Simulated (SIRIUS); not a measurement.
# Gd in SIRIUS: convergence with empty bands

Crystal: Gd.

```
CELL_PARAMETERS angstrom
3.63600 0.00000 0.00000
-1.81800 3.14887 0.00000
0.00000 0.00000 5.78260
ATOMIC_POSITIONS crystal
Gd 0.65401 0.33292 0.75567
Gd 0.29896 0.63373 0.25933
```

The cell isn't the ideal one: atoms moved at random, drawn with an rms of 0.1 Å.

| Quantity | Value |
| --- | --- |
| Program | SIRIUS 7.12.0 |
| Task | single point |
| Functional | PBE |
| Potentials or basis | PseudoDojo 0.4 PBE 3+ lanthanides (scalar relativistic) |
| Cutoff | 725 eV |
| Density cutoff | 2900 eV |
| k mesh | 4 × 4 × 2 |
| Occupations | fermi-dirac, width 0.05 eV |
| Spin | collinear spin, ferromagnetic start |
| Starting moments | [7.0, 7.0] μB |

These are the settings of the first run; the series varies empty bands, with any setting tied to it.

Hardware: 1 thread of Intel(R) Xeon(R) 6975P-C (Granite Rapids), with other jobs on the host.

| empty bands | energy less the tightest run, at zero smearing (meV/atom) | SCF cycles | CPU time (s) | peak memory (GiB) |
| --- | --- | --- | --- | --- |
| 1 | 0.00 | 45 | 92 | 0.24 |
| 2 | 0.00 | 52 | 110 | 0.27 |
| 3 | 0.00 | 34 | 68 | 0.25 |
| 4 | 0.00 | 33 | 81 | 0.25 |
| 6 | 0.00 | 28 | 58 | 0.25 |
| 10 | 0.00 | 30 | 69 | 0.25 |
| 16 | 0.00 | 28 | 89 | 0.26 |

Against the tightest run, the energy stays within 1 meV/atom from 1 on. The tightest run that finished is the yardstick and may itself not be fully converged.

Caveat, for the tightest run too: the k mesh is coarse (spacing up to 0.54 Å⁻¹), so the values aren't converged. The state reached can hang on the start; a lower one may exist.
